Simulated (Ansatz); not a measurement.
# SnO2: the band gap up the ladder of functionals

The task here is to estimate one member of a computed series from the others.

Code: Ansatz 0.2.0. PAW datasets, plane waves. Computed at 0 K without zero-point motion; spin polarisation is off.

## The structure to begin with

The cell was relaxed beforehand with r2SCAN.

It is tetragonal, P4_2/mnm (No. 136); a = 4.761 Å, c = 3.200 Å in the conventional setting, 12.09 Å³ an atom. Near Sn stand 6 O at 2.06–2.07 Å; near O stand 3 Sn at 2.06–2.07 Å.

Structure file:

```
Sn O
1.0
     4.76058    0.00000    0.00000
     0.00000    4.76058    0.00000
     0.00000    0.00000    3.20008
Sn O
2 4
Direct
  0.00000 0.00000 0.00000
  0.50000 0.50000 0.50000
  0.30588 0.30588 0.00000
  0.19412 0.80588 0.50000
  0.80588 0.19412 0.50000
  0.69412 0.69412 0.00000
```

The first run:

input.yaml

```yaml
crystal:
  lattice:
    - [4.7605761372, 0.0, 0.0]
    - [0.0, 4.7605761372, 0.0]
    - [0.0, 0.0, 3.2000777157]
  atoms:
    - { symbol: Sn, position: [0.0, 0.0, 0.0] }
    - { symbol: Sn, position: [0.5, 0.5, 0.5] }
    - { symbol: O, position: [0.3058781046, 0.3058781046, 0.0] }
    - { symbol: O, position: [0.1941218954, 0.8058781046, 0.5] }
    - { symbol: O, position: [0.8058781046, 0.1941218954, 0.5] }
    - { symbol: O, position: [0.6941218954, 0.6941218954, 0.0] }
kpoints:
  mp_grid: { grid: [6, 6, 8] }
  band_path:
    path:
      - [[0.0, 0.0, 0.0], [4.161489763346e-52, 0.5, 0.0], [0.5, 0.5, 0.0], [0.0, 0.0, 0.0], [0.0, 0.0, 0.5], [4.161489763346e-52, 0.5, 0.5], [0.5, 0.5, 0.5], [0.0, 0.0, 0.5]]
      - [[4.161489763346e-52, 0.5, 0.0], [4.161489763346e-52, 0.5, 0.5]]
      - [[0.5, 0.5, 0.0], [0.5, 0.5, 0.5]]
    npoints: 10
hamiltonian:
  xc: pbe
scf:
  occupations: { method: fermi_dirac, width: 0.02 }
  n_extra_bands: 5
output:
  forces: true
  stress: true
  eigenvalues: true
```

On the command line:

```sh
$ ansatz run input.yaml --threads 4 --pin off --max-ram 7372MiB --backend cpu --events-out ev --progress --plain --runs-dir out
```

Among the steps run: Band structure with PBE; r2SCAN at the same geometry; Single point with HSE06; Single point with PBE+SOC; PBE0; LDA at the same geometry; DDH-PBE0; Single point with Hartree-Fock.

One table of the session follows, with a row left open; its other results are not shown here.

| level | gap (eV) |
| --- | --- |
| PBE | 1.10 |
| r2SCAN | 1.77 |
| HSE06 | 2.84 |
| PBE+SOC | 1.10 |
| PBE0 | 3.56 |
| LDA | 0.95 |
| DDH-PBE0 | ? |
| Hartree-Fock | 12.04 |

Estimate the missing values for DDH-PBE0.

As computed: gap (eV): 3.25. In the column «gap (eV)» it lies between HSE06 (2.84) and PBE0 (3.56).

Meshes: PBE 6×6×8, r2SCAN 6×6×8, HSE06 4×4×4, PBE+SOC 6×6×8, PBE0 4×4×4, LDA 6×6×8, DDH-PBE0 4×4×4, Hartree-Fock 4×4×4

What this shows: LDA gives the least gap, 0.95 eV, and Hartree-Fock the largest, 12.04 eV. Against HSE06, PBE is short by 1.74 eV, at 39 % of it, and r2SCAN 62 %. PBE0 lies 0.72 eV above HSE06, which differs from it by screening the long-range exchange. The levels disagree on whether the gap is direct.

Limits of these values: Warnings in the runs' records: stress exchange threshold loose, stress scf threshold loose.
